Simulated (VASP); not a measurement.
# Re: nudged elastic band

Re, defect, 17 atoms in the cell. PBE, nudged elastic band; PAW potentials Re (PBE set).

Path: a Re atom hops into a neighbouring Re vacancy; Moving images: 1.

## Input

INCAR.step1:
```
SYSTEM = Re
PREC = Normal ; ENCUT = 250
EDIFF = 1E-6 ; ISMEAR = 1
SIGMA = 0.1 ; LREAL = .False.
LASPH = .True. ; NELM = 100
ALGO = Normal ; LWAVE = .False.
LCHARG = .False. ; IBRION = 2
NSW = 100 ; ISIF = 2
EDIFFG = -0.02 ; POTIM = 0.5
KPAR = 8
```

INCAR.step3, as INCAR.step1 but for:
```
- IBRION = 2
- ISIF = 2
- EDIFFG = -0.02
- POTIM = 0.5
+ IBRION = 1
+ POTIM = 0.3
+ EDIFFG = -0.05
+ SPRING = -5
+ IMAGES = 1
```

KPOINTS:
```
k-points
0
Gamma
  8 4 3
```

00/POSCAR:
```
Re
1.0
    1.3839231524      0.7990084046      6.6986080885
   -2.7678463048      1.5980168092     13.3972161770
    0.0000000000     -4.7940504276     20.0958242655
Re
17
Direct
    0.7667393652      0.3877348740      0.5984000478
    0.7829274378      0.4027667679      0.9152899427
    0.7334259365      0.8906097988      0.2758126073
    0.7728725754      0.8991542422      0.5854108284
    0.7874114097      0.8703756978      0.9333349369
    0.2152916263      0.1135913718      0.0708482753
    0.2035299936      0.1235193528      0.4061563941
    0.2205473419      0.1060008928      0.7448898543
    0.2077115305      0.6104276026      0.0790871757
    0.2409565078      0.6044958339      0.4045731860
    0.2125138297      0.6161441163      0.7422603742
    0.9803794858      0.0060217161      0.0044274266
    0.0202978885      0.9833900556      0.3312328818
    0.0012266797      0.0052107053      0.6621489099
    0.9993915238      0.5015567061      0.9956606602
    0.0562890287      0.4959896491      0.3300513966
    0.0206617189      0.4940975567      0.6611397291
```

01/POSCAR:
```
Re
1.0
    1.3839231524      0.7990084046      6.6986080885
   -2.7678463048      1.5980168092     13.3972161770
    0.0000000000     -4.7940504276     20.0958242655
Re
17
Direct
    0.7841787968      0.3793265154      0.6024783257
    0.7968108832      0.3903458565      0.9217955518
    0.7785919580      0.8755760716      0.2717790263
    0.7908510666      0.8774309774      0.5968525873
    0.8005580391      0.8692475256      0.9329345630
    0.2424966275      0.1043257706      0.0727058411
    0.0131341634      0.2416947024      0.3377521685
    0.2291457323      0.0933695630      0.7536358742
    0.2351925144      0.6060766214      0.0786353818
    0.2477564100      0.6079944384      0.4036133873
    0.2257869624      0.6143658687      0.7423611853
    0.9929426075     -0.0019689822      0.0092884264
   -0.0054099923      0.9868853254      0.3381287840
    0.0133632333     -0.0057299944      0.6703610705
    1.0123864599      0.4895817178      1.0049871049
    0.0314421750      0.4968033663      0.3372902751
    0.0329462432      0.4857615959      0.6661250734
```

02/POSCAR:
```
Re
1.0
    1.3839231524      0.7990084046      6.6986080885
   -2.7678463048      1.5980168092     13.3972161770
    0.0000000000     -4.7940504276     20.0958242655
Re
17
Direct
    0.8113323624      0.3699109591      0.6044386700
    0.8054616021      0.3776814677      0.9305172649
    0.7852412907      0.8791105779      0.2708536944
    0.8185266379      0.8730005161      0.5963478875
    0.8139994350      0.8672293331      0.9331501050
    0.2600460351      0.0960542462      0.0766705890
   -0.1772101573      0.3598605982      0.2693377357
    0.2429793489      0.0809819161      0.7601644660
    0.2529696997      0.5844146988      0.0901438536
    0.2930098493      0.5929432136      0.3995564280
    0.2387844832      0.6134712439      0.7418410252
    1.0056754186     -0.0104903877      0.0142914835
   -0.0300932950      0.9875306314      0.3453433843
    0.0260971642     -0.0176568348      0.6797488392
    1.0247768804      0.4785944887      1.0131382188
    0.0055539590      0.5004828604      0.3442040697
    0.0450231657      0.4779674116      0.6709769118
```

POSCAR.step1:
```
Re
1.0
    1.3839231524      0.7990084046      6.6986080885
   -2.7678463048      1.5980168092     13.3972161770
    0.0000000000     -4.7940504276     20.0958242655
Re
17
Direct
    0.7778261200      0.3889130600      0.5926087067
    0.7778261200      0.3889130600      0.9259420400
    0.7778261200      0.8889130600      0.2592753733
    0.7778261200      0.8889130600      0.5926087067
    0.7778261200      0.8889130600      0.9259420400
    0.2221738800      0.1110869400      0.0740579600
    0.2221738800      0.1110869400      0.4073912933
    0.2221738800      0.1110869400      0.7407246267
    0.2221738800      0.6110869400      0.0740579600
    0.2221738800      0.6110869400      0.4073912933
    0.2221738800      0.6110869400      0.7407246267
    0.0000000000      0.0000000000      0.0000000000
    0.0000000000      0.0000000000      0.3333333333
    0.0000000000      0.0000000000      0.6666666667
    0.0000000000      0.5000000000      0.0000000000
    0.0000000000      0.5000000000      0.3333333333
    0.0000000000      0.5000000000      0.6666666667
```

POSCAR.step2:
```
Re
1.0
    1.3839231524      0.7990084046      6.6986080885
   -2.7678463048      1.5980168092     13.3972161770
    0.0000000000     -4.7940504276     20.0958242655
Re
17
Direct
    0.7778261200      0.3889130600      0.5926087067
    0.7778261200      0.3889130600      0.9259420400
    0.7778261200      0.8889130600      0.2592753733
    0.7778261200      0.8889130600      0.5926087067
    0.7778261200      0.8889130600      0.9259420400
    0.2221738800      0.1110869400      0.0740579600
   -0.2221738800      0.3889130600      0.2592753733
    0.2221738800      0.1110869400      0.7407246267
    0.2221738800      0.6110869400      0.0740579600
    0.2221738800      0.6110869400      0.4073912933
    0.2221738800      0.6110869400      0.7407246267
    0.0000000000      0.0000000000      0.0000000000
    0.0000000000      0.0000000000      0.3333333333
    0.0000000000      0.0000000000      0.6666666667
    0.0000000000      0.5000000000      0.0000000000
    0.0000000000      0.5000000000      0.3333333333
    0.0000000000      0.5000000000      0.6666666667
```

Commands (each step's output is kept before the next begins):
```
cat potpaw_PBE.64/Re/POTCAR > POTCAR
cp INCAR.step1 INCAR
cp POSCAR.step1 POSCAR
mpirun -np 8 vasp_std > vasp.out
cp POSCAR.step2 POSCAR
mpirun -np 8 vasp_std > vasp.out
# 00 and 02 hold the relaxed ends, the second shifted as a whole so that the mean position stays; the images between are interpolated (pair-distance (IDPP))
cp INCAR.step3 INCAR
mpirun -np 8 vasp_std > vasp.out
```

## Result

- Barrier (eV): 1.099
- Barrier of the reverse step (eV): 1.099
- Energy of the second end over the first (eV): 0.000
- Top of the path (share of its length): 0.50
- Length of the path (Å): 3.50
- Steps of the band: 19
- Ionic steps, all stages: 58
- Electronic steps, all stages: 846

Energy along the relaxed band:

| Image | Distance along the path (Å) | Energy above the first end (eV) | Slope along the path (eV/Å) | Largest force across the path (eV/Å) |
|---|---|---|---|---|
| 0 | 0.000 | 0.000 | relaxed end |  |
| 1 | 1.749 | 1.099 | -0.002 | 0.048 |
| 2 | 3.497 | -0.000 | relaxed end |  |

The cell is Re (18 atoms) with one Re atom missing.

The two ends have the same energy within 0.01 eV.

Limits: the cell holds 17 atoms, so the vacancy or interstitial meets its own images and the barrier isn't that of a lone defect; the atom stays on the straight, symmetric line between the sites, so the barrier is an upper bound: a way around it wasn't tried; a single image in the middle can't show two humps with a dip between them, and says nothing of the springs.

VASP 6.6.1 took 5449 s on 8 cores (AMD EPYC 9R45 (Zen 5)), a shared host.
